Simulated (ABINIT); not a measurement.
# Au (P6_3/mmc) in ABINIT: phonons with LDA

Aim: the phonons of Au with LDA.

Program: ABINIT 10.8.3 (patched build). These are calculated values, not measurements. Logs are shortened: lines on timing, memory, paths and dates and some standing lists are left out, and cuts for length are marked. The log counts tension as positive stress, the text compression.

**1. The undisturbed crystal**

It takes space group P6_3/mmc (No. 194, hexagonal). The conventional cell has a = 2.900 Å, b = 2.900 Å, c = 4.880 Å, α = 90.00°, β = 90.00°, γ = 120.00°. Around Au (site symmetry -6m2) lie 12 Au at 2.90 to 2.96 Å.

This isn't the form of Au at room conditions, which is fcc.

**2. Phonons, LDA (cell relaxed at zero pressure by an earlier run)**

run.abi reads:

```
# Datasets
ndtset 2

# Pseudopotentials
pp_dirpath "./"
pseudos "Au.upf"

# Structure
acell 5.4124599302 5.412459935 8.8221311005
rprim
     1.0000000000     0.0000000000     0.0000000000
    -0.5000000013     0.8660254030     0.0000000000
     0.0000000000     0.0000000000     1.0000000000
ntypat 1
znucl 79
natom 2
typat 1 1
chkprim 0
chksymtnons 0
tolsym 1.0e-6
xred
            2/3            1/3            1/4
            1/3            2/3            3/4

# Plane-wave basis
ecut 35.0
ecutsm 0.5

# k points
ngkpt 12 12 8
nshiftk 1
shiftk 0.0 0.0 0.0

# Exchange and correlation
ixc 7

# Bands and occupations
nband 27
occopt 3
tsmear 0.00499791

# SCF cycle
nstep 80

# Output
prteig 0
prtebands 0
prtwf 0
prtden 0
prtpot 0

# Dataset 1: ground state
kptopt1 1
tolvrs1 1.0e-15
prtwf1 1
tolwfr1 1.0e-14
nbdbuf1 4
nline1 6

# Dataset 2: response at q = 0 to atomic displacements
rfphon2 1
rfatpol2 1 2
rfdir2 1 1 1
getwfk2 1
kptopt2 2
nqpt2 1
qpt2 0.0 0.0 0.0
tolvrs2 1.0e-8
```

mrgddb.in reads:

```
merged_DDB
Au
2
runo_DS1_DDB
runo_DS2_DDB
```

anaddb.abi reads:

```
ddb_filepath "merged_DDB"
output_file "anaddb.abo"
outdata_prefix "ana"
asr 1
chneut 0
dipdip 0
dieflag 0
enunit 0
eivec 1
nph1l 1
qph1l 0.0 0.0 0.0 1.0
```

Potentials or basis: PseudoDojo NC SR LDA v0.4.1 standard.

Command:

```console
$ mpirun --bind-to none -np 4 abinit run.abi > log 2>&1
$ mrgddb < mrgddb.in > mrgddb.log 2>&1
$ anaddb anaddb.abi > anaddb.log 2>&1
```

run.abo:

```text
.Version 10.8.3 of ABINIT
 DATASET    1 : space group P6_3/m m c (#194); Bravais hP (primitive hexag.)
================================================================================
 Values of the parameters that define the memory need for DATASET  1.
     intxc =       0    ionmov =       0      iscf =       7    lmnmax =       7
     lnmax =       7     mgfft =      48  mpssoang =       4    mqgrid =    3001
     natom =       2  nloc_mem =       1    nspden =       1   nspinor =       1
    nsppol =       1      nsym =      24    n1xccc =    2501    ntypat =       1
    occopt =       3   xclevel =       1
       mpw =        2236          nfft =       43200          nkpt =          95
================================================================================
================================================================================

 DATASET    2 : space group P6_3/m m c (#194); Bravais hP (primitive hexag.)
================================================================================
 Values of the parameters that define the memory need for DATASET  2 (RF).
     intxc =       0      iscf =       7    lmnmax =       7     lnmax =       7
     mgfft =      48  mpssoang =       4    mqgrid =    3001     natom =       2
  nloc_mem =       1    nspden =       1   nspinor =       1    nsppol =       1
      nsym =      24    n1xccc =    2501    ntypat =       1    occopt =       3
   xclevel =       1
      nfft =       43200          nkpt =         580
================================================================================
================================================================================

--------------------------------------------------------------------------------
------------- Echo of variables that govern the present computation ------------
--------------------------------------------------------------------------------
 -outvars: echo values of preprocessed input variables --------
            acell      5.4124599302E+00  5.4124599350E+00  8.8221311005E+00 Bohr
              amu      1.96966540E+02
          chkprim           0
      chksymtnons           0
             ecut      3.50000000E+01 Hartree
           ecutsm      5.00000000E-01 Hartree
           getwfk1          0
           getwfk2          1
                       outvar_i_n : Printing only first  50 k-points.
              ixc           7
           jdtset        1    2
                       outvar_i_n : Printing only first  50 k-points.
           kptopt1          1
           kptopt2          2
         kptrlatt       12    0    0      0   12    0      0    0    8
          kptrlen      6.49495192E+01
            natom           2
            nband1         27
            nband2         27
           nbdbuf1          4
           nbdbuf2          2
           ndtset           2
            ngfft          30      30      48
             nkpt1         95
             nkpt2        580
            nline1          6
            nline2          4
[... 310 lines left out ...]

--------------------------------------------------------------------------------

 dfpt_looppert : total number of electrons, from k and k+q
  fully or partially occupied states are    3.800000E+01 and    3.800000E+01.
 Initialisation of the first-order wave-functions :
  ireadwf=   0

--- !BeginCycle
iteration_state: {dtset: 2, }
solver: {iscf: 7, nstep: 80, nline: 4, wfoptalg: 0, }
tolerances: {tolvrs: 1.00E-08, }
...

     iter   2DEtotal(Ha)        deltaE(Ha) residm    vres2
-ETOT  1   10.399145097193     -1.123E+04 1.684E+01 2.058E+03
 ETOT  2   7.6259592385152     -2.773E+00 3.662E-02 4.267E+02
 ETOT  3   7.5208127183953     -1.051E-01 6.249E-04 6.726E-01
 ETOT  4   7.5203084585130     -5.043E-04 6.178E-04 2.415E-01
 ETOT  5   7.5202616816071     -4.678E-05 4.152E-05 8.034E-03
 ETOT  6   7.5202599214747     -1.760E-06 3.260E-04 2.551E-03
 ETOT  7   7.5202592025810     -7.189E-07 1.811E-05 4.903E-05
 ETOT  8   7.5202591866066     -1.597E-08 2.598E-04 2.051E-07
 ETOT  9   7.5202591864920     -1.146E-10 1.844E-05 2.325E-08
 ETOT 10   7.5202591862628     -2.292E-10 1.798E-04 1.251E-09

 At SCF step   10       vres2   =  1.25E-09 < tolvrs=  1.00E-08 =>converged.
================================================================================

 ----iterations are completed or convergence reached----

 Mean square residual over all n,k,spin=   54.910E-09; max=  17.983E-05

 2DEtotal=    0.7520259186E+01 Ha. Also 2DEtotal=    0.204636677387E+03 eV
    (2DErelax=   -1.1229421624E+04 Ha. 2DEnonrelax=    1.1236941883E+04 Ha)
    (  non-var. 2DEtotal :    7.5202661366E+00 Ha)

================================================================================

 ---- first-order wavefunction calculations are completed ----

 ==> Compute Derivative Database <==

  Dynamical matrix, in cartesian coordinates,
   if specified in the inputs, asr has been imposed
     j1       j2             matrix element
  dir pert dir pert     real part    imaginary part

   1    1   1    1         0.0083447595        -0.0000000000
   1    1   1    2        -0.0083447595         0.0000000000

   2    1   2    1         0.0083447595         0.0000000000
   2    1   2    2        -0.0083447595        -0.0000000000
[... 10 lines left out ...]
   3    2   3    1        -0.0966176305         0.0000000000
   3    2   3    2         0.0966176305        -0.0000000000

  Phonon wavevector (reduced coordinates) :  0.00000  0.00000  0.00000
 Phonon energies in Hartree :
   0.000000E+00  0.000000E+00  0.000000E+00  2.155984E-04  2.155985E-04
   7.336128E-04
 Phonon frequencies in cm-1    :
   0.000000E+00  0.000000E+00  0.000000E+00  4.731838E+01  4.731840E+01
   1.610094E+02

== END DATASET(S) ==============================================================
================================================================================

 -outvars: echo values of variables after computation  --------
            acell      5.4124599302E+00  5.4124599350E+00  8.8221311005E+00 Bohr
           etotal1    -2.9510813730E+02
           etotal2     7.5202591863E+00
            fcart1    -6.3678732593E-27 -3.6764933533E-27  1.1922454204E-31
                       6.3678732593E-27  3.6764933533E-27 -1.1922454204E-31
            fcart2     0.0000000000E+00  0.0000000000E+00  0.0000000000E+00
                       0.0000000000E+00  0.0000000000E+00  0.0000000000E+00
            rprim      1.0000000000E+00  0.0000000000E+00  0.0000000000E+00
                      -5.0000000130E-01  8.6602540300E-01  0.0000000000E+00
                       0.0000000000E+00  0.0000000000E+00  1.0000000000E+00
           strten1     3.2284684847E-05  3.2284686702E-05 -4.2895857089E-05
                       0.0000000000E+00  0.0000000000E+00  9.8574537307E-11
           strten2     0.0000000000E+00  0.0000000000E+00  0.0000000000E+00
                       0.0000000000E+00  0.0000000000E+00  0.0000000000E+00
           xangst      1.4320752224E+00  8.2680901607E-01  1.1671176817E+00
                      -3.3289474793E-09  1.6536180321E+00  3.5013530451E+00
             xred      6.6666666667E-01  3.3333333333E-01  2.5000000000E-01
                       3.3333333333E-01  6.6666666667E-01  7.5000000000E-01
 Calculation completed.
```

anaddb.abo:

```text
.Version 10.8.3 of ANADDB
================================================================================

 -outvars_anaddb: echo values of input variables ----------------------

[... 88 lines left out ...]
        degenerate with vibration mode #   5
  2.0  2.0  0.0  0.0 -1.0 -1.0 -0.0 -0.0 -1.0 -1.0  0.0  0.0  2.0  2.0  0.0  0.0
 -1.0 -1.0 -0.0 -0.0 -1.0 -1.0  0.0  0.0
 Symmetry characters of vibration mode #   6
  1.0  1.0 -1.0 -1.0 -1.0 -1.0  1.0  1.0  1.0  1.0 -1.0 -1.0 -1.0 -1.0  1.0  1.0
  1.0  1.0 -1.0 -1.0 -1.0 -1.0  1.0  1.0

================================================================================

 anaddb : the run completed successfully.
```

Wall time 2.4 min (4 MPI ranks of AMD EPYC 9R45 (Zen 5), shared host); peak memory 1.3 GiB.

What came out:

```yaml
Free_energy: -8030.3015 eV
Pressure: -0.2 GPa
Band_gap_on_the_k_mesh: none (metal or under the smearing width)
Highest_phonon_frequency_at_Γ: 161 cm⁻¹
```

Phonon frequencies in cm⁻¹ (negative: imaginary):
```
              q point      frequencies
(0.000, 0.000, 0.000)  0 0 0 47 47 161
```
